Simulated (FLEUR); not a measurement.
**Ta: band structure with LDA**

Ta:

```xyz
1
Lattice="-1.6513 1.6513 1.6513 1.6513 -1.6513 1.6513 1.6513 1.6513 -1.6513" Properties=species:S:1:pos:R:3 pbc="T T T"
Ta    0.0000    0.0000    0.0000
```

| Item | Value |
| --- | --- |
| Program | FLEUR MaX-R8.1 (later development tree) |
| Task | band structure |
| Functional | LDA |
| Potentials or basis | all-electron |
| Basis | FLAPW |
| Kmax | 4.1 1/bohr |
| k mesh | 8 × 8 × 8 |
| Occupations | fermi-dirac, width 0.05 eV |
| Spin | spin-orbit coupling, no magnetisation |
| Gmax | 12.7 1/bohr |
| Muffin-tin radii | Ta 2.5 bohr |
| lmax | Ta 10 |
| Local orbitals a species | Ta 4 |
| Max iterations | 60 |
| Mixing factor | 0.05 |
| Mixer | Anderson |
| Mixer history | 15 |
| Density convergence | 1e-05 me/bohr^3 |

```yaml
Band_gap_along_the_path: none (metal or under the smearing width)
Valence_electrons_inside_the_program's_atomic_spheres: Ta 24.92 (radii Ta 2.5 bohr)
```

Levels at the corners of the path, in eV from the Fermi level:
| point | band 24 | band 25 | band 26 | band 27 | band 28 | band 29 |
| --- | --- | --- | --- | --- | --- | --- |
| Γ | -7.83 | 0.55 | 0.55 | 0.55 | 0.55 | 0.97 |
| H | -3.78 | -3.78 | -3.78 | 6.61 | 6.61 | 6.61 |
| N | -4.34 | -1.55 | -1.55 | 1.78 | 1.78 | 3.82 |
| Γ | -7.83 | 0.55 | 0.55 | 0.55 | 0.55 | 0.97 |
| P | -1.53 | -0.98 | -0.98 | -0.98 | -0.98 | 5.03 |
| H | -3.78 | -3.78 | -3.78 | 6.61 | 6.61 | 6.61 |
| P | -1.53 | -0.98 | -0.98 | -0.98 | -0.98 | 5.03 |
| N | -4.34 | -1.55 | -1.55 | 1.78 | 1.78 | 3.82 |

Core levels (eV from the Fermi level):
```
atom                                                                                                                                                                                                          levels
1 Ta  1s1/2 -67216.8, 2s1/2 -11537.4, 2p1/2 -11028.8, 2p3/2 -9759.9, 3s1/2 -2637.8, 3p1/2 -2411.5, 3p3/2 -2138.4, 4s1/2 -532.3, 3d3/2 -1755.1, 3d5/2 -1695.6, 4p1/2 -439.1, 4p3/2 -376.0, 4d3/2 -222.5, 4d5/2 -210.9
```

It took 4.3 min on 1 thread of Arm Neoverse V1, on a shared host, peak memory 0.13 GiB.
